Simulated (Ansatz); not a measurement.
# Li2Se: pressure against volume scale

Results calculated with Ansatz 0.2.0, not measured. Periodic Kohn-Sham DFT of a crystal at fixed atoms, scaled to volume_scale times the given cell; pressure positive in compression, energy less spherical unpolarised free atoms, largest_vzz the field gradient of largest size among the nuclei.

The cell before it is scaled or strained (space group Fm-3m, No. 225):
```
CELL_PARAMETERS angstrom
0.00000 3.00250 3.00250
3.00250 0.00000 3.00250
3.00250 3.00250 0.00000
ATOMIC_POSITIONS crystal
Li 0.25000 0.25000 0.25000
Li 0.75000 0.75000 0.75000
Se 0.00000 0.00000 0.00000
```

Settings of every row: method frozen-core PAW; functional LDA; relativity scalar; k mesh 9x9x9; filling fermi-dirac; smearing width 0.03 eV; wave cutoff 420 eV; paw set soft_2.

Atom start moment: 0 on all atoms.

Limits: PAW files made with PBE.

| row | volume scale | V (Å³/atom) | pressure (GPa) |
| --- | --- | --- | --- |
| 1 | 0.94 | 16.962 | -0.629 |
| 2 | 0.96 | 17.323 | ? |
| 3 | 0.98 | 17.684 | -2.011 |
| 4 | 0.99 | 17.865 | -2.313 |
| 5 | 1 | 18.045 | -2.599 |
| 6 | 1.01 | 18.225 | -2.871 |
| 7 | 1.02 | 18.406 | -3.129 |
| 8 | 1.04 | 18.767 | -3.606 |
| 9 | 1.06 | 19.128 | -4.035 |

Question: what pressure should row 2 give?

Worked fit of pressure. Take u = (V_r/V)^(2/3) − 1 with V_r = 18.135 Å³ an atom, which is twice the finite (Eulerian) strain; such expansions in the strain, on which the Birch-Murnaghan equation of state is built, carry the rest volume and the bulk modulus. The shown rows have u = 0.04559, 0.01693, 0.01005, 0.00332, -0.00329, -0.00984, -0.02258, -0.03492. Least squares give pressure = −2.7367 + 40.978 × u + 111.57 × u² + 80 × u³ GPa; a parabola predicts inner rows, each left out in turn, worse (root mean square 0.0013 against 0.00066 GPa). The rows lie off it by 0.000, 0.000, 0.001, 0.000, -0.001, 0.000, 0.000, 0.000. The withheld row has u = 0.03101, so the fit gives −2.7367 + 40.978 × (0.03101) + 111.57 × (0.03101)² + 80 × (0.03101)³ = -1.356 GPa.

The calculation gave -1.356 GPa. The fit meets it to the printed digit.
